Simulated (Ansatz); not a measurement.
# Li (Im-3m), comparing deformations

Method: DFT PBE, scalar-relativistic, plane waves, PAW (Ansatz). Cutoff 420 eV, Γ-centred 20×20×20 k-points, Gaussian smearing of 0.15 eV. No spin polarisation. Energies are free energies at this smearing, counted from the undisturbed cell; pressure is positive in compression.

The starting cell (as given, not relaxed at this level; it stands at -0.7 GPa):

```xyz
1
Lattice="-1.7500 1.7500 1.7500 1.7500 -1.7500 1.7500 1.7500 1.7500 -1.7500" Properties=species:S:1:pos:R:3 pbc="T T T"
Li    0.0000    0.0000    0.0000
```

The cell is strained by ε times a Voigt pattern (xx, yy, zz, yz, xz, xy; engineering shear) with fractional coordinates fixed. τ = (1/V0) dE/dε comes from the stress tensor. Of each scan, only the three points used here are listed.

| pattern | ε | τ (GPa) |
| --- | --- | --- |
| (0, 0, 0, 1, 0, 0) | -0.0125 | -0.139 |
| (0, 0, 0, 1, 0, 0) | 0.0000 | 0.000 |
| (0, 0, 0, 1, 0, 0) | 0.0125 | 0.139 |
| (1, 0, 0, 0, 0, 0) | -0.0050 | 0.661 |
| (1, 0, 0, 0, 0, 0) | 0.0000 | 0.716 |
| (1, 0, 0, 0, 0, 0) | 0.0050 | 0.769 |
| (1, 1, 0, 0, 0, 0) | -0.0150 | 0.705 |
| (1, 1, 0, 0, 0, 0) | 0.0000 | 1.431 |
| (1, 1, 0, 0, 0, 0) | 0.0150 | 2.107 |
| (0, 0, 1, 0, 0, 0) | -0.0150 | 0.543 |
| (0, 0, 1, 0, 0, 0) | 0.0000 | 0.716 |
| (0, 0, 1, 0, 0, 0) | 0.0150 | 0.873 |

Question: Which constants do the scans give, and which deformation costs least for the same size of strain tensor?

Answer: The slope dτ/dε at zero (parabola through three points) is pᵀCp: (0, 0, 0, 1, 0, 0) gives C44 = 11.2 GPa; (1, 0, 0, 0, 0, 0) gives C11 = 10.8 GPa; (1, 1, 0, 0, 0, 0) gives 2(C11 + C12) = 47 GPa; (0, 0, 1, 0, 0, 0) gives C11 = 11.0 GPa. The size of the strain tensor, ε:ε, is ε² times 0.5, 1.0, 2.0, 1.0. Per unit of it the stiffnesses are 22.3, 10.8, 23, 11.0 GPa, so (1, 0, 0, 0, 0, 0) is the softest of these, level with (0, 0, 1, 0, 0, 0) (alike by symmetry): at ε:ε = (1 %)² the quadratic term costs 0.07 meV/atom against 0.16 for the stiffest. The starting stress shifts them by about its own size.

In a metal these slopes depend on the k mesh and the smearing.